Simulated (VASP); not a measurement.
# Al2O3 (Cmcm) in VASP: single point with LDA

Aim: the single point of Al2O3 with LDA.

All numbers are computed with VASP 6.6.1; they aren't measurements. Logs are shortened: lines on timing, memory, paths and dates and some standing lists are left out, and cuts for length are marked.

### Step 1. Starting point

It takes space group Cmcm (No. 63, orthorhombic). Conventional cell: a = 2.674 Å, b = 8.954 Å, c = 7.045 Å, α = 90.00°, β = 90.00°, γ = 90.00°. Al (site symmetry 2/m) has 6 O at 1.88 to 2.01 Å as nearest neighbours. Around Al (site symmetry m2m) lie 6 O at 1.87 to 2.06 Å. O (site symmetry m) is surrounded by 4 Al at 1.88 to 2.06 Å. Around O (site symmetry m2m) lie 4 Al at 1.87 to 2.01 Å.

Measurements of this composition are mostly on another form, of space group No. 167.

### Step 2. Single point, LDA

Contents of INCAR:

```
SYSTEM = Al2O3
  PREC = Accurate
  ENCUT = 520
  EDIFF = 1E-7
  ISMEAR = 0
  SIGMA = 0.01
  LREAL = .False.
  LASPH = .True.
  NELM = 100
  ALGO = Normal
  ISIF = 2
  LWAVE = .False.
  LCHARG = .True.
  LELF = .True.
  LVHAR = .True.
  NBANDS = 35
```

Contents of KPOINTS:

```
Automatic mesh
0
Gamma
  6 6 3
  0 0 0
```

Contents of POSCAR:

```
Al2O3
1.0
    1.3369590000     -4.4770650000      0.0000000000
    1.3369590000      4.4770650000      0.0000000000
    0.0000000000      0.0000000000      7.0450320000
Al O
4 6
Direct
    0.0000000000      0.0000000000      0.5000000000
    0.2460190000      0.7539810000      0.7500000000
    0.7539810000      0.2460190000      0.2500000000
    0.0000000000      0.0000000000      0.0000000000
    0.6332000000      0.3668000000      0.9199380000
    0.8926610000      0.1073390000      0.7500000000
    0.3668000000      0.6332000000      0.0800620000
    0.3668000000      0.6332000000      0.4199380000
    0.1073390000      0.8926610000      0.2500000000
    0.6332000000      0.3668000000      0.5800620000
```

Potentials or basis: VASP PAW LDA potentials, release 64 (Al, O).

On the command line:

```
cat potpaw_LDA.64/Al/POTCAR potpaw_LDA.64/O/POTCAR > POTCAR
mpirun -np 1 vasp_std > vasp.out
```

OUTCAR:

```text
SYSTEM = Al2O3
   PREC = Accurate
   ENCUT = 520
   EDIFF = 1E-7
   ISMEAR = 0
   LREAL = .False.
   LASPH = .True.
   NELM = 100
   ISIF = 2

 ion  position               nearest neighbor table
   1  0.000  0.000  0.500-  10 1.88   8 1.88  10 1.88   8 1.88   6 2.01   9 2.01   2 2.82   3 2.82
                             3 3.17   2 3.17   2 3.17   3 3.17
   2  0.246  0.754  0.750-   6 1.87   6 1.87  10 2.06   5 2.06   5 2.06  10 2.06   8 2.56   7 2.56
                             4 2.82   1 2.82   4 3.17   4 3.17   1 3.17   1 3.17
   3  0.754  0.246  0.250-   9 1.87   9 1.87   7 2.06   7 2.06   8 2.06   8 2.06  10 2.56   5 2.56
                             4 2.82   1 2.82   1 3.17   1 3.17   4 3.17   4 3.17
   4  0.000  0.000  0.000-   5 1.88   7 1.88   5 1.88   7 1.88   6 2.01   9 2.01   2 2.82   3 2.82
                             3 3.17   2 3.17   2 3.17   3 3.17
   5  0.633  0.367  0.920-   4 1.88   4 1.88   2 2.06   2 2.06   3 2.56
   6  0.893  0.107  0.750-   2 1.87   2 1.87   4 2.01   1 2.01
   7  0.367  0.633  0.080-   4 1.88   4 1.88   3 2.06   3 2.06   2 2.56
   8  0.367  0.633  0.420-   1 1.88   1 1.88   3 2.06   3 2.06   2 2.56
   9  0.107  0.893  0.250-   3 1.87   3 1.87   4 2.01   1 2.01
  10  0.633  0.367  0.580-   1 1.88   1 1.88   2 2.06   2 2.06   3 2.56

  LATTYP: Found a base centered orthorhombic cell.
 ALAT       =     2.6739180000
 B/A-ratio  =     3.3486928171
 C/A-ratio  =     2.6347225308

  Lattice vectors:

 A1 = (   1.3369590000,  -4.4770650000,   0.0000000000)
 A2 = (   1.3369590000,   4.4770650000,   0.0000000000)
 A3 = (   0.0000000000,   0.0000000000,   7.0450320000)

Analysis of symmetry for initial positions (statically):
=====================================================================
 Subroutine PRICEL returns:
 Original cell was already a primitive cell.

 Routine SETGRP: Setting up the symmetry group for a
 base centered orthorhombic supercell.

 Subroutine GETGRP returns: Found  8 space group operations
 (whereof  4 operations were pure point group operations)
 out of a pool of  8 trial point group operations.

The static configuration has the point symmetry C_2h.
 The point group associated with its full space group is D_2h.

Analysis of symmetry for dynamics (positions and initial velocities):
=====================================================================
 Subroutine PRICEL returns:
 Original cell was already a primitive cell.

 Routine SETGRP: Setting up the symmetry group for a
 base centered orthorhombic supercell.
[... 132 lines left out ...]
   PSTRESS=    0.0 pullay stress
   NELECT =      48.0000    total number of electrons
   NUPDOWN=      -1.0000    fix difference up-down
   EMIN   =  10.00;   EMAX   =-10.00  energy-range for DOS
   EFERMI =   0.00;   METHOD = LEGACY
   ISMEAR =     0;   SIGMA  =   0.01  broadening in eV -4-tet -1-fermi 0-gaus
   EFERMI_NEDOS =   21; number of points for ismear=-14 and -15
   IALGO  =     38    algorithm
   IMIX   =      4    mixing-type and parameters
     AMIX     =   0.40;   BMIX     =  1.00
     AMIX_MAG =   1.60;   BMIX_MAG =  1.00
  volume/ion in A,a.u.               =       8.43        56.91
  Fermi-wavevector in a.u.,A,eV,Ry     =   1.356689  2.563771 25.042966  1.840606
  Thomas-Fermi vector in A             =   2.483671
   LORBIT       =      0    0 simple, 1 ext, 2 COOP (PROOUT), +10 PAW based schemes
   GGA     = CA    functional components
   LHFCALC =     F    Hartree Fock is set to
   AEXX    =    0.0000 exact exchange contribution
   IVDW    =     0    specifies the selected vdW correction
   LEPSILON=     F    determine dielectric tensor
   LRPA    =     F    only Hartree local field effects (RPA)
 non-spin polarized calculation
 Gauss-broadening in eV      SIGMA  =   0.01
  energy-cutoff  :      520.00
  volume of cell :       84.34
 maximum number of plane-waves:      2292
 NGX is ok and might be reduce to    36
   NGX = 17   NGY = 17   NGZ = 27

 number of electron      47.9999998 magnetization

 Free energy of the ion-electron system (eV)
  ---------------------------------------------------
  ext. energy  EPLUGINS =         0.00000000
  ---------------------------------------------------
  free energy    TOTEN  =       -80.25680909 eV

  energy without entropy =      -80.25680909  energy(sigma->0) =      -80.25680909

 E-fermi :   7.1628     XC(G=0): -12.2936

 val. band max:        7.1178300192   @ k =   0.0000   0.0000   0.0000
 cond. band min:      11.3392647582   @ k =   0.0000   0.0000   0.0000
 fundamental gap:      4.2214347390
 Fermi energy:         7.1628398620

 k-point     1 :       0.0000    0.0000    0.0000
  band No.  band energies     occupation
      1     -12.8142      2.00000
      2     -11.2722      2.00000
      3     -11.2521      2.00000
      4     -10.5117      2.00000
      5      -9.9124      2.00000
      6      -9.8209      2.00000
[... 901 lines left out ...]
     34      19.0173      0.00000
     35      19.4168      0.00000

 [... further k-points ...]

------------------------ aborting loop because EDIFF is reached ----------------------------------------

  FORCE on cell =-STRESS in cart. coord.  units (eV):
  Direction    XX          YY          ZZ          XY          YZ          ZX
  --------------------------------------------------------------------------------------
  -------------------------------------------------------------------------------------
  Total       -6.3045682     -6.4379011     -5.3254344      0.0000000      0.0000000      0.0000000
  in kB     -119.7681864   -122.3011175   -101.1675353      0.0000000      0.0000000      0.0000000
  external PRESSURE =    -114.4122797 kB  Pullay stress =       0.0000000 kB

 VOLUME and BASIS-vectors are now :
 -----------------------------------------------------------------------------
  energy-cutoff  :      520.00
  volume of cell :       84.34
      direct lattice vectors                 reciprocal lattice vectors
     1.336959000 -4.477065000  0.000000000     0.373983047 -0.111680308  0.000000000
     1.336959000  4.477065000  0.000000000     0.373983047  0.111680308  0.000000000
     0.000000000  0.000000000  7.045032000     0.000000000  0.000000000  0.141943997

 POSITION                                       TOTAL-FORCE (eV/Angst)
 -----------------------------------------------------------------------------------
      0.00000      0.00000      3.52252        -0.000000      0.000000     -0.000000
      1.33696      2.27418      5.28377         0.000000      0.058460     -0.000000
      1.33696     -2.27418      1.76126         0.000000     -0.058460     -0.000000
      0.00000      0.00000      0.00000         0.000000      0.000000     -0.000000
      1.33696     -1.19269      6.48099         0.000000     -0.049745      0.248184
      1.33696     -3.51594      5.28377         0.000000      0.207376     -0.000000
      1.33696      1.19269      0.56404         0.000000      0.049745     -0.248184
      1.33696      1.19269      2.95848         0.000000      0.049745      0.248184
      1.33696      3.51594      1.76126         0.000000     -0.207376     -0.000000
      1.33696     -1.19269      4.08656         0.000000     -0.049745     -0.248184
 -----------------------------------------------------------------------------------
    total drift:                               -0.000000     -0.000000     -0.000000

  FREE ENERGIE OF THE ION-ELECTRON SYSTEM (eV)
  ---------------------------------------------------
  free  energy   TOTEN  =       -80.2568090892 eV

  energy  without entropy=      -80.2568090892  energy(sigma->0) =      -80.25680909
```

OSZICAR:

```text
N       E                     dE             d eps       ncg     rms          rms(c)
DAV:   1     0.198021842765E+03    0.19802E+03   -0.25021E+04  1852   0.129E+03
DAV:   2    -0.771744996466E+02   -0.27520E+03   -0.26352E+03  2310   0.279E+02
DAV:   3    -0.886022977305E+02   -0.11428E+02   -0.11381E+02  2344   0.564E+01
DAV:   4    -0.886812873184E+02   -0.78990E-01   -0.78939E-01  2232   0.546E+00
DAV:   5    -0.886820123383E+02   -0.72502E-03   -0.72475E-03  2271   0.512E-01    0.172E+01
DAV:   6    -0.805020114761E+02    0.81800E+01   -0.28111E+01  2196   0.280E+01    0.601E+00
DAV:   7    -0.803671567196E+02    0.13485E+00   -0.76302E-01  2149   0.446E+00    0.318E+00
DAV:   8    -0.802676837602E+02    0.99473E-01   -0.83408E-02  2224   0.205E+00    0.867E-01
DAV:   9    -0.802568275247E+02    0.10856E-01   -0.12838E-02  2181   0.654E-01    0.250E-01
DAV:  10    -0.802568469264E+02   -0.19402E-04   -0.78149E-04  2176   0.169E-01    0.792E-02
DAV:  11    -0.802568094476E+02    0.37479E-04   -0.17860E-04  2216   0.798E-02    0.333E-02
DAV:  12    -0.802568092280E+02    0.21958E-06   -0.56860E-06  2280   0.144E-02    0.142E-02
DAV:  13    -0.802568091033E+02    0.12472E-06   -0.10350E-06  2200   0.722E-03    0.264E-03
DAV:  14    -0.802568090892E+02    0.14026E-07   -0.12203E-07  1218   0.291E-03
   1 F= -.80256809E+02 E0= -.80256809E+02  d E =-.831171E-13
```

stdout:

```text
POSCAR found type information on POSCAR AlO
 POSCAR found :  2 types and      10 ions
 scaLAPACK will be used
 LDA part: xc-table for (Slater(with rela. corr.)+CA(PZ))
 , standard interpolation
 POSCAR, INCAR and KPOINTS ok, starting setup
 FFT: planning ... GRIDC
 FFT: planning ... GRID_SOFT
 FFT: planning ... GRID
 WAVECAR not read
 entering main loop
```

It took 59 s on 1 thread of Intel Xeon 6975P-C (Granite Rapids), shared host; peak memory 0.22 GiB.

What came out:

```
Free energy            : -80.2568 eV
Pressure               : -11.4 GPa
Largest force          : 0.253 eV/Å
Band gap on the k mesh : 4.22 eV, direct
```

Forces in eV/Å, atoms in the order of the input:
```
Al   0.000  0.000  0.000
Al   0.000  0.058  0.000
Al   0.000 -0.058  0.000
Al   0.000  0.000  0.000
O    0.000 -0.050  0.248
O    0.000  0.207  0.000
O    0.000  0.050 -0.248
O    0.000  0.050  0.248
O    0.000 -0.207  0.000
O    0.000 -0.050 -0.248
```

Stress tensor (GPa, compression positive):
```
-11.98   0.00   0.00
  0.00 -12.23   0.00
  0.00   0.00 -10.12
```

Caveat: an odd mesh through Γ misses points on the zone boundary, where band edges often lie. LDA gaps usually lie below the measured ones, often by a third to a half.
